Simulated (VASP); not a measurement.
# Mo (Im-3m) in VASP: further runs

Runs on Mo. Level: LDA. Tasks: relaxation of the atoms.

All numbers are computed with VASP 6.6.1; they aren't measurements. Logs are shortened: lines on timing, memory, paths and dates and some standing lists are left out, and cuts for length are marked.

### Step 1. The structure

Symmetry: Im-3m, No. 229, cubic system. Conventional cell: a = 3.115 Å, b = 3.115 Å, c = 3.115 Å, α = 90.00°, β = 90.00°, γ = 90.00°. Around Mo (site symmetry m-3m) lie 8 Mo at 2.70 Å.

### Step 2. Relaxation of the atoms, LDA

File INCAR:

```
SYSTEM = Mo
PREC = Accurate
ENCUT = 600
EDIFF = 1E-7
ISMEAR = 1
SIGMA = 0.1
LREAL = .False.
LASPH = .True.
NELM = 80
ALGO = Normal
ISIF = 2
LWAVE = .False.
LCHARG = .False.
GGA = CA
IBRION = 2
NSW = 40
EDIFFG = -0.01
```

File KPOINTS:

```
Automatic mesh
0
Gamma
  16 16 16
  0 0 0
```

File POSCAR:

```
Mo                                      
1.0
   -1.5575985874      1.5575985874      1.5575985874
    1.5575985874     -1.5575985874      1.5575985874
    1.5575985874      1.5575985874     -1.5575985874
  Mo            
     1
Direct
     0.0000000000000000    0.0000000000000000    0.0000000000000000
```

Potentials or basis: VASP PAW LDA potentials, release 64 (Mo_sv).

Launch:

```
$ cat potpaw_LDA.64/Mo_sv/POTCAR > POTCAR
$ mpirun -np 1 vasp_std > vasp.out
```

OUTCAR:

```text
SYSTEM = Mo
   PREC = Accurate
   ENCUT = 600
   EDIFF = 1E-7
   ISMEAR = 1
   LREAL = .False.
   LASPH = .True.
   NELM = 80
   ISIF = 2
   GGA = CA
   IBRION = 2
   NSW = 40
   EDIFFG = -0.01

 ion  position               nearest neighbor table
   1  0.000  0.000  0.000-

  LATTYP: Found a body centered cubic cell.
 ALAT       =     3.1151971748

  Lattice vectors:

 A1 = (  -1.5575985874,   1.5575985874,   1.5575985874)
 A2 = (   1.5575985874,  -1.5575985874,   1.5575985874)
 A3 = (   1.5575985874,   1.5575985874,  -1.5575985874)

Analysis of symmetry for initial positions (statically):
=====================================================================
 Subroutine PRICEL returns:
 Original cell was already a primitive cell.

 Routine SETGRP: Setting up the symmetry group for a
 body centered cubic supercell.

 Subroutine GETGRP returns: Found 48 space group operations
 (whereof 48 operations were pure point group operations)
 out of a pool of 48 trial point group operations.

The static configuration has the point symmetry O_h .

Analysis of symmetry for dynamics (positions and initial velocities):
=====================================================================
 Subroutine PRICEL returns:
 Original cell was already a primitive cell.

 Routine SETGRP: Setting up the symmetry group for a
 body centered cubic supercell.

 Subroutine GETGRP returns: Found 48 space group operations
 (whereof 48 operations were pure point group operations)
 out of a pool of 48 trial point group operations.

The dynamic configuration has the point symmetry O_h .

 Subroutine INISYM returns: Found 48 space group operations
 (whereof 48 operations are pure point group operations),
 and found     1 'primitive' translations

----------------------------------------------------------------------------------------

                                     Primitive cell

  volume of cell :      15.1156

  direct lattice vectors                    reciprocal lattice vectors
    -1.557598587  1.557598587  1.557598587     0.000000000  0.321006968  0.321006968
     1.557598587 -1.557598587  1.557598587     0.321006968  0.000000000  0.321006968
     1.557598587  1.557598587 -1.557598587     0.321006968  0.321006968  0.000000000

  length of vectors
     2.697839891  2.697839891  2.697839891     0.453972408  0.453972408  0.453972408

  position of ions in fractional coordinates (direct lattice)
     0.000000000  0.000000000  0.000000000

  ion indices of the primitive-cell ions
   primitive index   ion index
                 1           1

----------------------------------------------------------------------------------------

 KPOINTS: Automatic mesh

Automatic generation of k-mesh.
 Grid dimensions read from file:
 generate k-points for:   16   16   16

 Generating k-lattice:

  Cartesian coordinates                     Fractional coordinates (reciprocal lattice)
     0.000000000  0.020062936  0.020062936     0.062500000  0.000000000  0.000000000
     0.020062936  0.000000000  0.020062936     0.000000000  0.062500000  0.000000000
     0.020062936  0.020062936  0.000000000     0.000000000  0.000000000  0.062500000

  Length of vectors
     0.028373275  0.028373275  0.028373275

  Shift w.r.t. Gamma in fractional coordinates (k-lattice)
     0.000000000  0.000000000  0.000000000

 Subroutine IBZKPT returns following result:
 ===========================================

 Found    145 irreducible k-points:

 Following reciprocal coordinates:
            Coordinates               Weight
  0.000000  0.000000  0.000000      1.000000
  0.062500  0.000000  0.000000     12.000000
  0.125000  0.000000  0.000000     12.000000
  0.187500  0.000000  0.000000     12.000000
  0.250000  0.000000  0.000000     12.000000
  0.312500  0.000000  0.000000     12.000000
[... 16 lines left out ...]
  0.187500  0.187500  0.000000     24.000000
  0.250000  0.187500 -0.000000     48.000000
 [... further k-points ...]
   k-points           NKPTS =    145   k-points in BZ     NKDIM =    145   number of bands    NBANDS=     11
   number of dos      NEDOS =    301   number of ions     NIONS =      1
   total plane-waves  NPLWV =  13824
   dimension x,y,z NGX =    24 NGY =   24 NGZ =   24
   dimension x,y,z NGXF=    48 NGYF=   48 NGZF=   48
   ions per type =               1
   NGX,Y,Z   is equivalent  to a cutoff of  14.79, 14.79, 14.79 a.u.
   NGXF,Y,Z  is equivalent  to a cutoff of  29.58, 29.58, 29.58 a.u.
 SYSTEM =  Mo
   PREC   = accura    normal or accurate (medium, high low for compatibility)
   ISTART =      0    job   : 0-new  1-cont  2-samecut
   ICHARG =      2    charge: 1-file 2-atom 10-const
   ISPIN  =      1    spin polarized calculation?
   LNONCOLLINEAR =      F non collinear calculations
   LSORBIT =      F    spin-orbit coupling
   LASPH  =      T    aspherical Exc in radial PAW
   ENCUT  =  600.0 eV  44.10 Ry    6.64 a.u.   5.39  5.39  5.39*2*pi/ulx,y,z
   NELM   =     80;   NELMIN=  2; NELMDL= -5     # of ELM steps
   EDIFF  = 0.1E-06   stopping-criterion for ELM
   LREAL  =      F    real-space projection
   EDIFFG = -.1E-01   stopping-criterion for IOM
   NSW    =     40    number of steps for IOM
   IBRION =      2    ionic relax: 0-MD 1-quasi-New 2-CG
   NFREE  =      1    steps in history (QN), initial steepest desc. (CG)
   ISIF   =      2    stress and relaxation
   ISYM   =      2    0-nonsym 1-usesym 2-fastsym
   POTIM  = 0.5000    time-step for ionic-motion
   TEBEG  =    0.0;   TEEND  =   0.0 temperature during run
   PSTRESS=    0.0 pullay stress
   NELECT =      14.0000    total number of electrons
   NUPDOWN=      -1.0000    fix difference up-down
   EMIN   =  10.00;   EMAX   =-10.00  energy-range for DOS
   EFERMI =   0.00;   METHOD = LEGACY
   ISMEAR =     1;   SIGMA  =   0.10  broadening in eV -4-tet -1-fermi 0-gaus
   EFERMI_NEDOS =   21; number of points for ismear=-14 and -15
   IALGO  =     38    algorithm
   IMIX   =      4    mixing-type and parameters
     AMIX     =   0.40;   BMIX     =  1.00
     AMIX_MAG =   1.60;   BMIX_MAG =  1.00
  volume/ion in A,a.u.               =      15.12       102.01
  Fermi-wavevector in a.u.,A,eV,Ry     =   1.595788  3.015603 34.647788  2.546541
  Thomas-Fermi vector in A             =   2.693652
   LORBIT       =      0    0 simple, 1 ext, 2 COOP (PROOUT), +10 PAW based schemes
   GGA     = CA    functional components
   LHFCALC =     F    Hartree Fock is set to
   AEXX    =    0.0000 exact exchange contribution
   IVDW    =     0    specifies the selected vdW correction
   LEPSILON=     F    determine dielectric tensor
   LRPA    =     F    only Hartree local field effects (RPA)
 conjugate gradient relaxation of ions
 non-spin polarized calculation
 Methfessel and Paxton  Order N= 1 SIGMA  =   0.10
  energy-cutoff  :      600.00
  volume of cell :       15.12
 maximum number of plane-waves:       531
 NGX is ok and might be reduce to    24
   NGX = 11   NGY = 11   NGZ = 11

 number of electron      13.9999999 magnetization

 Free energy of the ion-electron system (eV)
  ---------------------------------------------------
  ext. energy  EPLUGINS =         0.00000000
  ---------------------------------------------------
  free energy    TOTEN  =       -12.13603078 eV

  energy without entropy =      -12.13636478  energy(sigma->0) =      -12.13614212

 E-fermi :  13.0405     XC(G=0): -13.7909

 val. band max:       13.0321502194   @ k =  -0.1250   0.1250   0.1250
 cond. band min:      13.0621883374   @ k =   0.1875   0.0000   0.0000
 fundamental gap:      0.0300381179
 Fermi energy:        13.0405437946

 k-point     1 :       0.0000    0.0000    0.0000
  band No.  band energies     occupation
      1     -47.9201      2.00000
      2     -21.2784      2.00000
      3     -21.2784      2.00000
      4     -21.2784      2.00000
      5       5.6833      2.00000
      6      11.5804      2.00000
      7      11.5804      2.00000
      8      11.5804      2.00000
      9      14.7062     -0.00000
     10      14.7062     -0.00000
     11      27.8890      0.00000

 k-point     2 :       0.0625    0.0000    0.0000
  band No.  band energies     occupation
      1     -47.9086      2.00000
      2     -21.3431      2.00000
      3     -21.2982      2.00000
      4     -21.2789      2.00000
      5       5.8638      2.00000
      6      11.4771      2.00000
      7      11.5635      2.00000
      8      11.7510      2.00000
      9      14.5523     -0.00000
     10      14.7085     -0.00000
     11      28.0281      0.00000

 k-point     3 :       0.1250    0.0000    0.0000
  band No.  band energies     occupation
      1     -47.8756      2.00000
      2     -21.5253      2.00000
      3     -21.3543      2.00000
      4     -21.2804      2.00000
      5       6.3688      2.00000
      6      11.1963      2.00000
      7      11.4860      2.00000
      8      12.2541      2.00000
      9      14.2458     -0.00000
     10      14.7243     -0.00000
     11      28.3420      0.00000

 k-point     4 :       0.1875    0.0000    0.0000
  band No.  band energies     occupation
      1     -47.8260      2.00000
      2     -21.7919      2.00000
      3     -21.4372      2.00000
      4     -21.2828      2.00000
      5       7.0675      2.00000
      6      10.8076      2.00000
      7      11.3510      2.00000
      8      13.0622      0.64300
      9      14.0772     -0.00000
     10      14.7740     -0.00000
     11      28.4714      0.00000

 k-point     5 :       0.2500    0.0000    0.0000
  band No.  band energies     occupation
      1     -47.7668      2.00000
      2     -22.0977      2.00000
      3     -21.5336      2.00000
      4     -21.2856      2.00000
      5       7.6735      2.00000
      6      10.3889      2.00000
      7      11.4126      2.00000
      8      14.1252     -0.00000
      9      14.1653     -0.00000
     10      14.8751     -0.00000
     11      27.9760      0.00000
[... 211 lines left out ...]
 k-point    21 :       0.3750    0.1250    0.0000
  band No.  band energies     occupation
      1     -47.6094      2.00000
      2     -22.7376      2.00000
      3     -21.8369      2.00000
      4     -21.3755      2.00000
      5       8.0208      2.00000
      6       9.6543      2.00000
      7      12.8432      2.01739
      8      14.5980     -0.00000
      9      15.8225      0.00000
     10      18.8450      0.00000
     11      25.1859      0.00000

 k-point    22 :       0.4375    0.1250    0.0000
  band No.  band energies     occupation
      1     -47.5982      2.00000
      2     -22.7827      2.00000
      3     -21.8610      2.00000
      4     -21.3766      2.00000
      5       7.9461      2.00000
      6       9.6011      2.00000
      7      13.1500     -0.06477
      8      14.6094     -0.00000
      9      16.0172      0.00000
     10      19.3210      0.00000
     11      24.6805      0.00000

 k-point    23 :       0.1875    0.1875    0.0000
  band No.  band energies     occupation
      1     -47.6933      2.00000
      2     -22.3603      2.00000
      3     -21.6602      2.00000
      4     -21.3949      2.00000
      5       8.6044      2.00000
      6      10.2025      2.00000
      7      10.7555      2.00000
      8      13.8826     -0.00000
      9      15.3862      0.00000
     10      16.3661      0.00000
     11      27.6927      0.00000

 k-point    24 :       0.2500    0.1875   -0.0000
  band No.  band energies     occupation
      1     -47.6460      2.00000
      2     -22.5185      2.00000
      3     -21.7923      2.00000
      4     -21.4161      2.00000
      5       8.7063      2.00000
      6       9.9650      2.00000
      7      11.1972      2.00000
      8      14.1260     -0.00000
      9      15.5301      0.00000
     10      17.8974      0.00000
     11      26.5586      0.00000

 [... further k-points ...]

------------------------ aborting loop because EDIFF is reached ----------------------------------------

  FORCE on cell =-STRESS in cart. coord.  units (eV):
  Direction    XX          YY          ZZ          XY          YZ          ZX
  --------------------------------------------------------------------------------------
  -------------------------------------------------------------------------------------
  Total       -0.0047677     -0.0047677     -0.0047677     -0.0000000      0.0000000     -0.0000000
  in kB       -0.5053541     -0.5053541     -0.5053541     -0.0000000      0.0000000     -0.0000000
  external PRESSURE =      -0.5053541 kB  Pullay stress =       0.0000000 kB

 VOLUME and BASIS-vectors are now :
 -----------------------------------------------------------------------------
  energy-cutoff  :      600.00
  volume of cell :       15.12
      direct lattice vectors                 reciprocal lattice vectors
    -1.557598587  1.557598587  1.557598587     0.000000000  0.321006968  0.321006968
     1.557598587 -1.557598587  1.557598587     0.321006968  0.000000000  0.321006968
     1.557598587  1.557598587 -1.557598587     0.321006968  0.321006968  0.000000000

 POSITION                                       TOTAL-FORCE (eV/Angst)
 -----------------------------------------------------------------------------------
      0.00000      0.00000      0.00000         0.000000     -0.000000     -0.000000
 -----------------------------------------------------------------------------------
    total drift:                               -0.000000      0.000000      0.000000

  FREE ENERGIE OF THE ION-ELECTRON SYSTEM (eV)
  ---------------------------------------------------
  free  energy   TOTEN  =       -12.1360307842 eV

  energy  without entropy=      -12.1363647829  energy(sigma->0) =      -12.13614212

 reached required accuracy - stopping structural energy minimisation
```

Wall time 18 s (1 thread of AMD EPYC 7R13 (Zen 3), shared host); peak memory 0.12 GiB.

What came out:

```
Free energy             : -12.1360 eV
Pressure after relaxing : -0.1 GPa
Band gap on the k mesh  : none (metal or under the smearing width)
```

Final structure:
```
Mo
1.0
    -1.55760    1.55760    1.55760
     1.55760   -1.55760    1.55760
     1.55760    1.55760   -1.55760
Mo
1
Direct
  0.00000 0.00000 0.00000
```

Levels at points of the mesh, in eV from the Fermi level:
```tsv
k point	band 3	band 4	band 5	band 6	band 7	band 8	band 9	band 10	band 11
(0.00, 0.00, 0.00)	-34.32	-34.32	-7.36	-1.46	-1.46	-1.46	1.67	1.67	14.85
(0.50, 0.00, 0.00)	-34.82	-34.33	-5.56	-3.60	1.72	1.79	2.37	5.00	12.01
(0.50, 0.50, 0.50)	-35.40	-35.40	-5.75	-5.75	4.19	4.19	4.19	9.29	9.29
```

Caveat: the relaxation stopped at its first step, so nothing moved.

### Step 3. Relaxation of the atoms, LDA (a relaxed cell with its volume scaled by 1.02)

INCAR is that of step 2.

KPOINTS is that of step 2.

File POSCAR:

```
Mo                                      
1.0
   -1.5679141105      1.5679141105      1.5679141105
    1.5679141105     -1.5679141105      1.5679141105
    1.5679141105      1.5679141105     -1.5679141105
  Mo            
     1
Direct
     0.0000000000000000    0.0000000000000000    0.0000000000000000
```

Potentials or basis: VASP PAW LDA potentials, release 64 (Mo_sv).

Launch:

```
$ cat potpaw_LDA.64/Mo_sv/POTCAR > POTCAR
$ mpirun -np 1 vasp_std > vasp.out
```

Wall time 19 s (1 thread of AMD EPYC 7R13 (Zen 3), shared host); peak memory 0.12 GiB.

The run converged. Its results:

- Free energy: -12.1309 eV
- Pressure after relaxing: -5.6 GPa
- Band gap on the k mesh: none (metal or under the smearing width)

Final structure:
```xyz
1
Lattice="-1.5679 1.5679 1.5679 1.5679 -1.5679 1.5679 1.5679 1.5679 -1.5679" Properties=species:S:1:pos:R:3 pbc="T T T"
Mo    0.0000    0.0000    0.0000
```

Levels at points of the mesh, in eV from the Fermi level:
| k point | band 5 | band 6 | band 7 | band 8 | band 9 | band 10 |
| --- | --- | --- | --- | --- | --- | --- |
| (0.00, 0.00, 0.00) | -7.29 | -1.41 | -1.41 | -1.41 | 1.64 | 1.64 |
| (0.50, 0.00, 0.00) | -5.44 | -3.49 | 1.68 | 1.71 | 2.32 | 4.87 |
| (0.50, 0.50, 0.50) | -5.59 | -5.59 | 4.08 | 4.08 | 4.08 | 9.14 |

Caveat: the relaxation stopped at its first step, so nothing moved.

[end of part 1 of 2]
